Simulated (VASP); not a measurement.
# MgS (F-43m) in VASP: a series of runs, part 2 of 2

VASP 6.6.1. Earlier steps stand in the parts before.

## 4. Single point, LDA

Input file INCAR:

```
  ADDGRID = False
  ALGO = Normal
  EDIFF = 1E-6
  ENCUT = 550
  GGA = CA
  ISIF = 2
  ISMEAR = 0
  LASPH = True
  LCHARG = False
  LREAL = False
  LWAVE = False
  NELM = 100
  PREC = Accurate
  SIGMA = 0.05
```

Input file KPOINTS:

```
k-points
0
Gamma
  7 7 7
```

Input file POSCAR:

```
MgS
1.0
    0.0000000000      2.8331200468      2.8331200468
    2.8331200468      0.0000000000      2.8331200468
    2.8331200468      2.8331200468      0.0000000000
S Mg
1 1
Direct
    0.2346630000      0.2748010000      0.2357280000
   -0.0216520000      0.0237760000     -0.0317750000
```

Started as:

```console
$ cat potpaw_LDA.64/S/POTCAR potpaw_LDA.64/Mg/POTCAR > POTCAR
$ mpirun -np 1 vasp_std > vasp.out
```

It took 32 s on 1 thread of Intel Xeon Platinum 8559C (Emerald Rapids), shared host; peak memory 0.2 GiB.

The run converged, but some of its settings lie outside the range that counts as converged, so its numbers aren't taken as properties of the crystal.

Results:

* Free energy: -9.3588 eV
* Pressure: -2.3 GPa
* Largest force: 0.429 eV/Å
* Band gap on the k mesh: 3.06 eV, direct

## 5. Single point, LDA

INCAR, as its differences from that of step 4:

```diff
@@ -3,3 +3,3 @@
   EDIFF = 1E-6
-  ENCUT = 550
+  ENCUT = 300
   GGA = CA
```

Input file KPOINTS:

```
k-points
0
Gamma
  10 10 10
```

Input file POSCAR:

```
MgS
1.0
    0.0000000000      2.8331200468      2.8331200468
    2.8331200468      0.0000000000      2.8331200468
    2.8331200468      2.8331200468      0.0000000000
S Mg
1 1
Direct
    0.2500000000      0.2500000000      0.2500000000
    0.0000000000      0.0000000000      0.0000000000
```

Potentials or basis: VASP PAW LDA potentials, release 64 (S, Mg).

Started as:

```console
$ cat potpaw_LDA.64/S/POTCAR potpaw_LDA.64/Mg/POTCAR > POTCAR
$ mpirun -np 1 vasp_std > vasp.out
```

OUTCAR:

```text
EDIFF = 1E-6
   ENCUT = 300
   GGA = CA
   ISIF = 2
   ISMEAR = 0
   LASPH = True
   LREAL = False
   NELM = 100
   PREC = Accurate

 Found     47 irreducible k-points:

 Following reciprocal coordinates:
            Coordinates               Weight
  0.000000  0.000000  0.000000      1.000000
  0.100000  0.000000  0.000000      8.000000
  0.200000  0.000000  0.000000      8.000000
  0.300000  0.000000  0.000000      8.000000
  0.400000  0.000000  0.000000      8.000000
  0.500000  0.000000  0.000000      4.000000
   k-points           NKPTS =     47   k-points in BZ     NKDIM =     47   number of bands    NBANDS=      8
   number of dos      NEDOS =    301   number of ions     NIONS =      2
   total plane-waves  NPLWV =  13824
   dimension x,y,z NGX =    24 NGY =   24 NGZ =   24
   dimension x,y,z NGXF=    48 NGYF=   48 NGZF=   48
   ions per type =               1   1
   NGX,Y,Z   is equivalent  to a cutoff of   9.96,  9.96,  9.96 a.u.
   NGXF,Y,Z  is equivalent  to a cutoff of  19.92, 19.92, 19.92 a.u.
 SYSTEM =  unknown system
   PREC   = accura    normal or accurate (medium, high low for compatibility)
   ISTART =      0    job   : 0-new  1-cont  2-samecut
   ICHARG =      2    charge: 1-file 2-atom 10-const
   ISPIN  =      1    spin polarized calculation?
   LNONCOLLINEAR =      F non collinear calculations
   LSORBIT =      F    spin-orbit coupling
   LASPH  =      T    aspherical Exc in radial PAW
   ENCUT  =  300.0 eV  22.05 Ry    4.70 a.u.   5.66  5.66  5.66*2*pi/ulx,y,z
   NELM   =    100;   NELMIN=  2; NELMDL= -5     # of ELM steps
   EDIFF  = 0.1E-05   stopping-criterion for ELM
   LREAL  =      F    real-space projection
   EDIFFG = 0.1E-04   stopping-criterion for IOM
   NSW    =      0    number of steps for IOM
   IBRION =     -1    ionic relax: 0-MD 1-quasi-New 2-CG
   NFREE  =      0    steps in history (QN), initial steepest desc. (CG)
   ISIF   =      2    stress and relaxation
   ISYM   =      2    0-nonsym 1-usesym 2-fastsym
   POTIM  = 0.5000    time-step for ionic-motion
   TEBEG  =    0.0;   TEEND  =   0.0 temperature during run
   PSTRESS=    0.0 pullay stress
   NELECT =       8.0000    total number of electrons
   NUPDOWN=      -1.0000    fix difference up-down
   EMIN   =  10.00;   EMAX   =-10.00  energy-range for DOS
   EFERMI =   0.00;   METHOD = LEGACY
   ISMEAR =     0;   SIGMA  =   0.05  broadening in eV -4-tet -1-fermi 0-gaus
   EFERMI_NEDOS =   21; number of points for ismear=-14 and -15
   IALGO  =     38    algorithm
   IMIX   =      4    mixing-type and parameters
     AMIX     =   0.40;   BMIX     =  1.00
     AMIX_MAG =   1.60;   BMIX_MAG =  1.00
  volume/ion in A,a.u.               =      22.74       153.46
  Fermi-wavevector in a.u.,A,eV,Ry     =   0.917269  1.733386 11.447692  0.841382
  Thomas-Fermi vector in A             =   2.042218
   LORBIT       =      0    0 simple, 1 ext, 2 COOP (PROOUT), +10 PAW based schemes
   GGA     = CA    functional components
   LHFCALC =     F    Hartree Fock is set to
   AEXX    =    0.0000 exact exchange contribution
   IVDW    =     0    specifies the selected vdW correction
   LEPSILON=     F    determine dielectric tensor
   LRPA    =     F    only Hartree local field effects (RPA)
 non-spin polarized calculation
 Gauss-broadening in eV      SIGMA  =   0.05
  energy-cutoff  :      300.00
  volume of cell :       45.48
 maximum number of plane-waves:       548
   NGX = 11   NGY = 11   NGZ = 11

 number of electron       7.9999994 magnetization

 Free energy of the ion-electron system (eV)
  ---------------------------------------------------
  ext. energy  EPLUGINS =         0.00000000
  ---------------------------------------------------
  free energy    TOTEN  =        -9.37628956 eV

  energy without entropy =       -9.37628956  energy(sigma->0) =       -9.37628956

 E-fermi :   1.0938     XC(G=0):  -8.7527

 val. band max:        0.8799389581   @ k =   0.0000   0.0000   0.0000
 cond. band min:       4.0624847931   @ k =   0.0000   0.0000   0.0000
 fundamental gap:      3.1825458350
 Fermi energy:         1.0938129570

 k-point     1 :       0.0000    0.0000    0.0000
  band No.  band energies     occupation
      1     -10.3513      2.00000
      2       0.8799      2.00000
      3       0.8799      2.00000
      4       0.8799      2.00000
      5       4.0625      0.00000
      6       8.6470      0.00000
      7       8.6470      0.00000
      8       8.6470      0.00000
[... 45 lines left out ...]
 k-point     6 :       0.5000    0.0000    0.0000
  band No.  band energies     occupation
      1      -9.6534      2.00000
      2      -2.3244      2.00000
      3       0.5463      2.00000
      4       0.5463      2.00000
      5       5.7426      0.00000
      6       8.3419      0.00000
      7       8.3419      0.00000
      8       9.2398      0.00000

 [... further k-points ...]

------------------------ aborting loop because EDIFF is reached ----------------------------------------

  FORCE on cell =-STRESS in cart. coord.  units (eV):
  Direction    XX          YY          ZZ          XY          YZ          ZX
  --------------------------------------------------------------------------------------
  -------------------------------------------------------------------------------------
  Total       -0.7512716     -0.7512716     -0.7512716     -0.0000000      0.0000000     -0.0000000
  in kB      -26.4656520    -26.4656520    -26.4656520     -0.0000000      0.0000000     -0.0000000
  external PRESSURE =     -26.4656520 kB  Pullay stress =       0.0000000 kB

 VOLUME and BASIS-vectors are now :
 -----------------------------------------------------------------------------
  energy-cutoff  :      300.00
  volume of cell :       45.48
      direct lattice vectors                 reciprocal lattice vectors
     0.000000000  2.833120047  2.833120047    -0.176483874  0.176483874  0.176483874
     2.833120047  0.000000000  2.833120047     0.176483874 -0.176483874  0.176483874
     2.833120047  2.833120047  0.000000000     0.176483874  0.176483874 -0.176483874

 POSITION                                       TOTAL-FORCE (eV/Angst)
 -----------------------------------------------------------------------------------
      1.41656      1.41656      1.41656         0.000000      0.000000      0.000000
      0.00000      0.00000      0.00000        -0.000000     -0.000000     -0.000000
 -----------------------------------------------------------------------------------
    total drift:                                0.000000      0.000000      0.000000

  FREE ENERGIE OF THE ION-ELECTRON SYSTEM (eV)
  ---------------------------------------------------
  free  energy   TOTEN  =        -9.3762895625 eV

  energy  without entropy=       -9.3762895625  energy(sigma->0) =       -9.37628956
```

It used 4.9 s of CPU time on 1 thread of Intel(R) Xeon(R) Platinum 8559C (Emerald Rapids) (shared host), which was overloaded at the time.

The run converged, but some of its settings lie outside the range that counts as converged, so its numbers aren't taken as properties of the crystal.

Results:

| Quantity | Value |
| --- | --- |
| Free energy | -9.3763 eV |
| Pressure | -2.6 GPa |
| Band gap on the k mesh | 3.18 eV, direct |

Caveat: the cutoff is under 1.25 times the usual one of these potentials, so pressure, stress and relaxed cells hold a basis-set (Pulay) error.

## 6. Single point, LDA

INCAR is that of step 5.

KPOINTS is that of step 5.

Input file POSCAR:

```
MgS
1.0
    0.0000000000      2.8331200468      2.8331200468
    2.8331200468      0.0000000000      2.8331200468
    2.8331200468      2.8331200468      0.0000000000
S Mg
1 1
Direct
    0.2346630000      0.2748010000      0.2357280000
   -0.0216520000      0.0237760000     -0.0317750000
```

Potentials or basis: VASP PAW LDA potentials, release 64 (S, Mg).

Started as:

```console
$ cat potpaw_LDA.64/S/POTCAR potpaw_LDA.64/Mg/POTCAR > POTCAR
$ mpirun -np 1 vasp_std > vasp.out
```

OUTCAR:

```text
EDIFF = 1E-6
   ENCUT = 300
   GGA = CA
   ISIF = 2
   ISMEAR = 0
   LASPH = True
   LREAL = False
   NELM = 100
   PREC = Accurate

 Found    504 irreducible k-points:

 Following reciprocal coordinates:
            Coordinates               Weight
  0.000000  0.000000  0.000000      1.000000
  0.100000  0.000000  0.000000      2.000000
  0.000000  0.100000  0.000000      2.000000
  0.000000  0.000000  0.100000      2.000000
  0.100000  0.100000  0.100000      2.000000
  0.200000  0.000000  0.000000      2.000000
   k-points           NKPTS =    504   k-points in BZ     NKDIM =    504   number of bands    NBANDS=      8
   number of dos      NEDOS =    301   number of ions     NIONS =      2
   total plane-waves  NPLWV =  13824
   dimension x,y,z NGX =    24 NGY =   24 NGZ =   24
   dimension x,y,z NGXF=    48 NGYF=   48 NGZF=   48
   ions per type =               1   1
   NGX,Y,Z   is equivalent  to a cutoff of   9.96,  9.96,  9.96 a.u.
   NGXF,Y,Z  is equivalent  to a cutoff of  19.92, 19.92, 19.92 a.u.
 SYSTEM =  unknown system
   PREC   = accura    normal or accurate (medium, high low for compatibility)
   ISTART =      0    job   : 0-new  1-cont  2-samecut
   ICHARG =      2    charge: 1-file 2-atom 10-const
   ISPIN  =      1    spin polarized calculation?
   LNONCOLLINEAR =      F non collinear calculations
   LSORBIT =      F    spin-orbit coupling
   LASPH  =      T    aspherical Exc in radial PAW
   ENCUT  =  300.0 eV  22.05 Ry    4.70 a.u.   5.66  5.66  5.66*2*pi/ulx,y,z
   NELM   =    100;   NELMIN=  2; NELMDL= -5     # of ELM steps
   EDIFF  = 0.1E-05   stopping-criterion for ELM
   LREAL  =      F    real-space projection
   EDIFFG = 0.1E-04   stopping-criterion for IOM
   NSW    =      0    number of steps for IOM
   IBRION =     -1    ionic relax: 0-MD 1-quasi-New 2-CG
   NFREE  =      0    steps in history (QN), initial steepest desc. (CG)
   ISIF   =      2    stress and relaxation
   ISYM   =      2    0-nonsym 1-usesym 2-fastsym
   POTIM  = 0.5000    time-step for ionic-motion
   TEBEG  =    0.0;   TEEND  =   0.0 temperature during run
   PSTRESS=    0.0 pullay stress
   NELECT =       8.0000    total number of electrons
   NUPDOWN=      -1.0000    fix difference up-down
   EMIN   =  10.00;   EMAX   =-10.00  energy-range for DOS
   EFERMI =   0.00;   METHOD = LEGACY
   ISMEAR =     0;   SIGMA  =   0.05  broadening in eV -4-tet -1-fermi 0-gaus
   EFERMI_NEDOS =   21; number of points for ismear=-14 and -15
   IALGO  =     38    algorithm
   IMIX   =      4    mixing-type and parameters
     AMIX     =   0.40;   BMIX     =  1.00
     AMIX_MAG =   1.60;   BMIX_MAG =  1.00
  volume/ion in A,a.u.               =      22.74       153.46
  Fermi-wavevector in a.u.,A,eV,Ry     =   0.917269  1.733386 11.447692  0.841382
  Thomas-Fermi vector in A             =   2.042218
   LORBIT       =      0    0 simple, 1 ext, 2 COOP (PROOUT), +10 PAW based schemes
   GGA     = CA    functional components
   LHFCALC =     F    Hartree Fock is set to
   AEXX    =    0.0000 exact exchange contribution
   IVDW    =     0    specifies the selected vdW correction
   LEPSILON=     F    determine dielectric tensor
   LRPA    =     F    only Hartree local field effects (RPA)
 non-spin polarized calculation
 Gauss-broadening in eV      SIGMA  =   0.05
  energy-cutoff  :      300.00
  volume of cell :       45.48
 maximum number of plane-waves:       548
   NGX = 11   NGY = 11   NGZ = 11

 number of electron       8.0000000 magnetization

 Free energy of the ion-electron system (eV)
  ---------------------------------------------------
  ext. energy  EPLUGINS =         0.00000000
  ---------------------------------------------------
  free energy    TOTEN  =        -9.35696058 eV

  energy without entropy =       -9.35696058  energy(sigma->0) =       -9.35696058

 E-fermi :   1.2655     XC(G=0):  -8.7522

 val. band max:        0.9994389443   @ k =   0.0000   0.0000   0.0000
 cond. band min:       4.0585156407   @ k =   0.0000   0.0000   0.0000
 fundamental gap:      3.0590766964
 Fermi energy:         1.2655211441

 k-point     1 :       0.0000    0.0000    0.0000
  band No.  band energies     occupation
      1     -10.3531      2.00000
      2       0.7813      2.00000
      3       0.8550      2.00000
      4       0.9994      2.00000
      5       4.0585      0.00000
      6       8.6410      0.00000
      7       8.6463      0.00000
      8       8.6671      0.00000
[... 45 lines left out ...]
 k-point     6 :       0.2000    0.0000    0.0000
  band No.  band energies     occupation
      1     -10.1362      2.00000
      2      -0.5827      2.00000
      3       0.6832      2.00000
      4       0.8561      2.00000
      5       5.3268      0.00000
      6       8.3557      0.00000
      7       8.8810      0.00000
      8       9.0109      0.00000

 [... further k-points ...]

------------------------ aborting loop because EDIFF is reached ----------------------------------------

  FORCE on cell =-STRESS in cart. coord.  units (eV):
  Direction    XX          YY          ZZ          XY          YZ          ZX
  --------------------------------------------------------------------------------------
  -------------------------------------------------------------------------------------
  Total       -0.7023907     -0.7190895     -0.6804588     -0.0620328     -0.2725391     -0.3602755
  in kB      -24.7436858    -25.3319475    -23.9710738     -2.1852807     -9.6009570    -12.6917172
  external PRESSURE =     -24.6822357 kB  Pullay stress =       0.0000000 kB

 VOLUME and BASIS-vectors are now :
 -----------------------------------------------------------------------------
  energy-cutoff  :      300.00
  volume of cell :       45.48
      direct lattice vectors                 reciprocal lattice vectors
     0.000000000  2.833120047  2.833120047    -0.176483874  0.176483874  0.176483874
     2.833120047  0.000000000  2.833120047     0.176483874 -0.176483874  0.176483874
     2.833120047  2.833120047  0.000000000     0.176483874  0.176483874 -0.176483874

 POSITION                                       TOTAL-FORCE (eV/Angst)
 -----------------------------------------------------------------------------------
      1.44639      1.33267      1.44337        -0.256890     -0.341361     -0.046292
      2.81046      5.51487      2.83914         0.256890      0.341361      0.046292
 -----------------------------------------------------------------------------------
    total drift:                                0.000023      0.000073      0.000003

  FREE ENERGIE OF THE ION-ELECTRON SYSTEM (eV)
  ---------------------------------------------------
  free  energy   TOTEN  =        -9.3569605768 eV

  energy  without entropy=       -9.3569605768  energy(sigma->0) =       -9.35696058
```

OSZICAR:

```text
N       E                     dE             d eps       ncg     rms          rms(c)
DAV:   1     0.145895761494E+02    0.14590E+02   -0.26316E+03  8344   0.489E+02
DAV:   2    -0.916219151307E+01   -0.23752E+02   -0.22908E+02 11208   0.907E+01
DAV:   3    -0.991827274817E+01   -0.75608E+00   -0.75608E+00  9752   0.216E+01
DAV:   4    -0.992183676574E+01   -0.35640E-02   -0.35640E-02 13624   0.164E+00
DAV:   5    -0.992183827959E+01   -0.15138E-05   -0.15138E-05  9968   0.317E-02    0.407E+00
DAV:   6    -0.941394011013E+01    0.50790E+00   -0.14997E+00  8120   0.565E+00    0.312E+00
DAV:   7    -0.936190808279E+01    0.52032E-01   -0.23482E-01  9808   0.234E+00    0.222E+00
DAV:   8    -0.935739306411E+01    0.45150E-02   -0.10963E-02  9712   0.869E-01    0.948E-01
DAV:   9    -0.935692469834E+01    0.46837E-03   -0.11431E-03  9944   0.222E-01    0.340E-01
DAV:  10    -0.935695815381E+01   -0.33455E-04   -0.52895E-05 10768   0.461E-02    0.862E-02
DAV:  11    -0.935696059219E+01   -0.24384E-05   -0.15894E-05  9544   0.229E-02    0.343E-02
DAV:  12    -0.935696057685E+01    0.15344E-07   -0.64795E-07  5304   0.494E-03
   1 F= -.93569606E+01 E0= -.93569606E+01  d E =-.141665E-16
```

Run time: 39 s. Hardware: 1 thread of Intel Xeon Platinum 8559C (Emerald Rapids), shared host; peak memory 0.2 GiB.

The run converged, but some of its settings lie outside the range that counts as converged, so its numbers aren't taken as properties of the crystal.

Results:

```yaml
Free_energy: -9.3570 eV
Pressure: -2.5 GPa
Largest_force: 0.430 eV/Å
Band_gap_on_the_k_mesh: 3.06 eV, direct
```

Caveat: the cutoff is under 1.25 times the usual one of these potentials, so pressure, stress and relaxed cells hold a basis-set (Pulay) error.

## 7. For comparison

An earlier run on the cell as given: functional PBEsol; potentials or basis VASP PAW PBE potentials, release 64 (S, Mg); cutoff 520 eV; k mesh 8 × 8 × 8; occupations fermi-dirac, width 0.05 eV; no spin polarisation.

- Pressure: -0.5 GPa
- Band gap on the k mesh: 3.29 eV, direct
